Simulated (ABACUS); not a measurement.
# HfO2 (Fm-3m) in ABACUS: equation of state

Aim: energy against volume of HfO2 in PBEsol, for its equilibrium volume and stiffness.

All numbers are computed with ABACUS 3.10.1; they aren't measurements. Logs are shortened: lines on timing, memory, paths and dates and some standing lists are left out, and cuts for length are marked.

### 1 The structure

It takes space group Fm-3m (No. 225, cubic). Conventional cell: a = 5.115 Å, b = 5.115 Å, c = 5.115 Å, α = 90.00°, β = 90.00°, γ = 90.00°. Hf (site symmetry m-3m) is surrounded by 8 O at 2.21 Å. O (site symmetry -43m) has 4 Hf at 2.21 Å as nearest neighbours.

Measurements of this composition are mostly on another form, of space group No. 14.

### 2 Equation of state, PBEsol, 10.48 Å³/atom (volume scaled by 0.94)

Contents of INPUT:

```
INPUT_PARAMETERS
suffix              HfO2
calculation         scf
basis_type          pw
pseudo_dir          ./
symmetry            1
dft_functional      pbesol
ecutwfc             84
pseudo_rcut         7
nspin               1
nbands              16
ks_solver           dav
smearing_method     fd
smearing_sigma      0.00367493
scf_thr             1e-08
scf_nmax            100
mixing_type         broyden
mixing_beta         0.7
cal_force           1
cal_stress          1
kpar                4
```

Contents of STRU:

```
ATOMIC_SPECIES
Hf 178.4900 Hf.upf
O 15.9990 O.upf

LATTICE_CONSTANT
1.8897261246

LATTICE_VECTORS
0.0000000000 2.5052914730 2.5052914730
2.5052914730 0.0000000000 2.5052914730
2.5052914730 2.5052914730 0.0000000000

ATOMIC_POSITIONS
Direct

Hf
0.0
1
0.0000000000 0.0000000000 0.0000000000 1 1 1

O
0.0
2
0.7500000000 0.7500000000 0.7500000000 1 1 1
0.2500000000 0.2500000000 0.2500000000 1 1 1
```

Contents of KPT:

```
K_POINTS
0
Gamma
9 9 9 0 0 0
```

Potentials or basis: PseudoDojo NC SR 0.4.1 PBEsol standard, plane waves.

Command:

```console
$ OMP_NUM_THREADS=1 mpirun -np 4 abacus > log
```

running log:

```text
ABACUS v3.10.1

               Atomic-orbital Based Ab-initio Computation at UStc

 ------------------------------------------------------------------------------------

 READING GENERAL INFORMATION
                           global_out_dir = OUT.HfO2/
                           global_in_card = INPUT
                               pseudo_dir = ./
                              orbital_dir =
                                    DSIZE = 4
                                    GSIZE = 1

 READING UNITCELL INFORMATION
                                    ntype = 2
                  lattice constant (Bohr) = 1.88973
              lattice constant (Angstrom) = 1

 READING ATOM TYPE 1
                               atom label = Hf
                      L=0, number of zeta = 1
                      L=1, number of zeta = 1
                      L=2, number of zeta = 1
             number of atom for this type = 1

 READING ATOM TYPE 2
                               atom label = O
                      L=0, number of zeta = 1
                      L=1, number of zeta = 1
                      L=2, number of zeta = 1
             number of atom for this type = 2

                        TOTAL ATOM NUMBER = 3
DIRECT COORDINATES
    atom                   x                   y                   z     mag                  vx                  vy                  vz
taud_Hf1            0.0000000000        0.0000000000        0.0000000000  0.0000        0.0000000000        0.0000000000        0.0000000000
taud_O1            0.7500000000        0.7500000000        0.7500000000  0.0000        0.0000000000        0.0000000000        0.0000000000
taud_O2            0.2500000000        0.2500000000        0.2500000000  0.0000        0.0000000000        0.0000000000        0.0000000000

                          Volume (Bohr^3) = 212.227
                             Volume (A^3) = 31.4488

 Lattice vectors: (Cartesian coordinate: in unit of a_0)
                   +0            +2.50529            +2.50529
             +2.50529                  +0            +2.50529
             +2.50529            +2.50529                  +0
 Reciprocal vectors: (Cartesian coordinate: in unit of 2 pi/a_0)
            -0.199578           +0.199578           +0.199578
            +0.199578           -0.199578           +0.199578
            +0.199578           +0.199578           -0.199578
 The esolver type has been set to : ksdft_pw

                PAO radial cut off (Bohr) = 7

 Read in pseudopotential file is Hf.upf
                     pseudopotential type = NC
          exchange-correlation functional = PBESOL
                 nonlocal core correction = 1
                        valence electrons = 12
                                     lmax = 3
                           number of zeta = 4
                     number of projectors = 8
                           L of projector = 0
                           L of projector = 0
                           L of projector = 1
                           L of projector = 1
                           L of projector = 2
                           L of projector = 2
                           L of projector = 3
                           L of projector = 3
                PAO radial cut off (Bohr) = 7

 Read in pseudopotential file is O.upf
                     pseudopotential type = NC
          exchange-correlation functional = PBESOL
                 nonlocal core correction = 1
                        valence electrons = 6
                                     lmax = 2
                           number of zeta = 2
                     number of projectors = 5
                           L of projector = 0
                           L of projector = 0
                           L of projector = 1
                           L of projector = 1
                           L of projector = 2
     initial pseudo atomic orbital number = 18

 SETUP THE ELECTRONS NUMBER
            electron number of element Hf = 12
      total electron number of element Hf = 12
             electron number of element O = 6
       total electron number of element O = 12
            AUTOSET number of electrons:  = 24
                           occupied bands = 12
                                   NBANDS = 16
                                   NLOCAL = 27

%%%%%%%%%%%%%%%%%%%%%%%%%%%%%%%%%%%%%%%%%%%%%%%%%%%%%%%%%%%%%%%%%%%%%%%%%%%%%%%%%%%%%%%%%%%%%%%%%%%%%%%%%%
 Warning: the number of valence electrons in pseudopotential > 4 for Hf: [Xe] 4f14 5d2 6s2
 Pseudopotentials with additional electrons can yield (more) accurate outcomes, but may be less efficient.
 If you're confident that your chosen pseudopotential is appropriate, you can safely ignore this warning.
%%%%%%%%%%%%%%%%%%%%%%%%%%%%%%%%%%%%%%%%%%%%%%%%%%%%%%%%%%%%%%%%%%%%%%%%%%%%%%%%%%%%%%%%%%%%%%%%%%%%%%%%%%

 SETUP THE PLANE WAVE BASIS
 energy cutoff for charge/potential (unit:Ry) = 336
            fft grid for charge/potential = [ 40, 40, 40 ]
                        fft grid division = [ 1, 1, 1 ]
[... 58 lines left out ...]
(for reciprocal lattice: )
                             BRAVAIS TYPE = 2
                     BRAVAIS LATTICE NAME = 02. Cubic I (body-centered)
                                    ibrav = 2
                       right hand lattice = 1
(for k-lattice: )
                             BRAVAIS TYPE = 2
                     BRAVAIS LATTICE NAME = 02. Cubic I (body-centered)
                                    ibrav = 2
                       right hand lattice = 1
                        ROTATION MATRICES = 48
                               nkstot_ibz = 35
K-POINTS REDUCTION ACCORDING TO SYMMETRY
     IBZ    DIRECT_X    DIRECT_Y    DIRECT_Z  WEIGHT  ibz2bz
       1  0.00000000  0.00000000  0.00000000  0.0014       0
       2  0.11111111  0.11111111  0.11111111  0.0110       1
       3  0.22222222  0.22222222  0.22222222  0.0110       2
       4  0.33333333  0.33333333  0.33333333  0.0110       3
       5  0.44444444  0.44444444  0.44444444  0.0110       4
       6  0.11111111  0.11111111  0.00000000  0.0082      10
[... 22 lines left out ...]
      29  0.44444444  0.33333333  0.11111111  0.0329     112
      30 -0.44444444  0.44444444  0.22222222  0.0658     113
[... 5 further k points ...]

                               nkstot now = 35
[... K-POINTS DIRECT COORDINATES: 35 rows ...]

           k-point number in this process = 9
       minimum distributed K point number = 8
[... stars of the k points ...]

[... K-POINTS CARTESIAN COORDINATES: 9 rows ...]

[... K-POINTS DIRECT COORDINATES: 9 rows ...]

 SETUP PLANE WAVES FOR WAVE FUNCTIONS
     energy cutoff for wavefunc (unit:Ry) = 84
              fft grid for wave functions = [ 40, 40, 40 ]
                    number of plane waves = 3287
                         number of sticks = 295

 PARALLEL PW FOR WAVE FUNCTIONS
     PROC   COLUMNS(POT)             PW
        1            295           3287
 --------------- sum -------------------
        1            295           3287

 SETUP NONLOCAL PSEUDOPOTENTIALS IN PLANE WAVE BASIS
 Hf non-local projectors:
 projector 1 L=0
 projector 2 L=0
 projector 3 L=1
 projector 4 L=1
 projector 5 L=2
 projector 6 L=2
 projector 7 L=3
 projector 8 L=3
 O non-local projectors:
 projector 1 L=0
 projector 2 L=0
 projector 3 L=1
 projector 4 L=1
 projector 5 L=2
      TOTAL NUMBER OF NONLOCAL PROJECTORS = 58

 Init Non-Local PseudoPotential table :
 Init Non-Local-Pseudopotential done.

                                     npwx = 2785

 Make real space PAO into reciprocal space.
       max mesh points in Pseudopotential = 701
     dq(describe PAO in reciprocal space) = 0.01
                                    max q = 1104

 number of pseudo atomic orbitals for Hf is 4
WARNING: norm of atomic wavefunction # 3 of atomic type Hf is 0.99632, renormalized
WARNING: norm of atomic wavefunction # 4 of atomic type Hf is 0.993441, renormalized

 number of pseudo atomic orbitals for O is 2
WARNING: norm of atomic wavefunction # 2 of atomic type O is 0.999978, renormalized

 -------------------------------------------
 SELF-CONSISTENT
 -------------------------------------------
                                 init_chg = atomic

 PW ALGORITHM --------------- ION=   1  ELEC=   1--------------------------------

 Density error is 0.972506200591
                          Error Threshold = 0.01
----------------------------------------------------------
     Energy           Rydberg                 eV
----------------------------------------------------------
 E_KohnSham     -178.7589156295      -2432.1398208629
 E_Harris       -175.7850325703      -2391.6780660710
 E_Fermi        1.0945705464         14.8923962944
----------------------------------------------------------
[... 75 lines left out ...]
 Density error is 7.90021845032e-09
                          Error Threshold = 1.00913686586e-10
----------------------------------------------------------
     Energy           Rydberg                 eV
----------------------------------------------------------
 E_KohnSham     -179.1600035467      -2437.5969019354
 E_KS(sigma->0) -179.1600035467      -2437.5969019354
 E_Harris       -179.1603797414      -2437.6020203274
 E_band         -7.0759418757        -96.2731282257
 E_one_elec     -23.7514687575       -323.1553109705
 E_Hartree      26.9214863238        366.2856126327
 E_xc           -45.0611020883       -613.0877465601
 E_Ewald        -137.2689190248      -1867.6394570374
 E_entropy(-TS) 0.0000000000         0.0000000000
 E_descf        0.0000000000         0.0000000000
 E_exx          0.0000000000         0.0000000000
 E_Fermi        1.0879910772         14.8028780229
----------------------------------------------------------

 charge density convergence is achieved
 final etot is -2437.5969019 eV
 EFERMI = 14.802878023 eV

 STATE ENERGY(eV) AND OCCUPATIONS    NSPIN == 1
 1/9 kpoint (Cartesian) = 0.0000 0.0000 0.0000 (2733 pws)
       1       -48.0655     0.00274348
       2       -16.5813     0.00274348
       3       -16.5813     0.00274348
       4       -16.5813     0.00274348
       5       -6.02922     0.00274348
       6       -2.71742     0.00274348
[... 8 lines left out ...]
      15        18.7725    9.09615e-38
      16        23.6984    1.48965e-80
[... 76 lines left out ...]
       3       -16.5989      0.0164609
       4       -16.5989      0.0164609
       5       -5.77964      0.0164609
       6       -2.93034      0.0164609
[... 8 lines left out ...]
      15        19.4398    8.72456e-43
      16        23.4260    2.07521e-77

[... levels at 3 further k points ...]

------------------------------------------------------------------------------------------
 TOTAL-FORCE (eV/Angstrom)
------------------------------------------------------------------------------------------
                       Hf1         0.0000000000         0.0000000000         0.0000000000
                        O1         0.0000000000         0.0000000000         0.0000000000
                        O2         0.0000000000         0.0000000000         0.0000000000
------------------------------------------------------------------------------------------

----------------------------------------------------------------
 TOTAL-STRESS (KBAR)
----------------------------------------------------------------
        17.6530001974        -0.0000000000        -0.0000000000
        -0.0000000000        17.6530001974         0.0000000000
        -0.0000000000         0.0000000000        17.6530001974
----------------------------------------------------------------
 TOTAL-PRESSURE: 17.653000 KBAR

 --------------------------------------------
 !FINAL_ETOT_IS -2437.5969019353897238 eV
 --------------------------------------------
```

Run time: 6.3 s. Hardware: 4 MPI ranks of Intel Xeon 6975P-C (Granite Rapids), shared host; peak memory 0.36 GiB.

Results:

| Property | Result |
| --- | --- |
| Free energy | -2437.5969 eV |
| Pressure | 1.8 GPa |
| Band gap on the k mesh | 3.92 eV, indirect (least direct gap 4.04 eV) |

Caveat: spin-orbit coupling is left out, which moves the levels of the heavy elements; an odd mesh through Γ misses points on the zone boundary, where band edges often lie.

### 3 Equation of state, PBEsol, 10.71 Å³/atom (volume scaled by 0.96)

INPUT is that of step 2.

STRU, as its differences from that of step 2:

```diff
@@ -8,5 +8,5 @@
 LATTICE_VECTORS
-0.0000000000 2.5052914730 2.5052914730
-2.5052914730 0.0000000000 2.5052914730
-2.5052914730 2.5052914730 0.0000000000
+0.0000000000 2.5229349520 2.5229349520
+2.5229349520 0.0000000000 2.5229349520
+2.5229349520 2.5229349520 0.0000000000
```

KPT is that of step 2.

Potentials or basis: PseudoDojo NC SR 0.4.1 PBEsol standard, plane waves.

Command:

```console
$ OMP_NUM_THREADS=1 mpirun -np 4 abacus > log
```

Wall time 8.1 s (4 MPI ranks of Intel Xeon 6975P-C (Granite Rapids), shared host); peak memory 0.32 GiB.

The run converged. Its results:

| Property | Result |
| --- | --- |
| Free energy | -2437.5927 eV |
| Pressure | -3.8 GPa |
| Band gap on the k mesh | 3.86 eV, indirect (least direct gap 3.98 eV) |

Caveat: spin-orbit coupling is left out, which moves the levels of the heavy elements; an odd mesh through Γ misses points on the zone boundary, where band edges often lie.

(Part 1 of 2 ends here.)
